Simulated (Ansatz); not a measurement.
**Orbital character of the bands of BN**

```
CELL_PARAMETERS angstrom
0.00000 1.81235 1.81235
1.81235 0.00000 1.81235
1.81235 1.81235 0.00000
ATOMIC_POSITIONS crystal
B 0.00000 0.00000 0.00000
N 0.25000 0.25000 0.25000
```

Atoms are numbered in the order listed.

The cell was built from the zincblende type and relaxed in the same program, and has space group F-43m; it needn't be a known or the stable phase.

These are results of DFT, PBE, all-electron LAPW, scalar-relativistic in Ansatz 0.2.0, not measurements.

The runs use a Γ-centred 16×16×16 k mesh, Fermi–Dirac smearing of 0.03 eV, basis error target 0.25 meV/atom, no spin polarisation.

Weights are projections on a minimal set of Löwdin-orthogonalised atomic shells, summed over atoms of an element; the rest lies outside that basis, and weights on diffuse cation s shells are inflated where empty shells are missing from it. Energies are in eV from the valence-band top.

Points: L (0.000, 0.000, 0.500), U (-0.375, -0.375, 0.250).

| state | character |
| --- | --- |
| L, -10.62 eV | ? |
| L, -1.93 eV (×2) | ? |
| U, -8.08 eV | N 2p 68 %, B 2s 29 % |
| U, -7.60 eV | ? |
| U, -4.04 eV | ? |

(1) Fill in "character" for the row "L, -10.62 eV".

(2) Give the missing entry: row "U, -7.60 eV", column "character".

(3) Give the missing entry: row "U, -4.04 eV", column "character".

(4) Give the missing entry: row "L, -1.93 eV (×2)", column "character".

Results:

(1) N 2p 60 %, B 2p 21 %, B 2s 19 %.

(2) N 2p 58 %, B 2p 41 %.

(3) N 2p 68 %, B 2p 32 %.

(4) N 2p 76 %, B 2p 23 %.
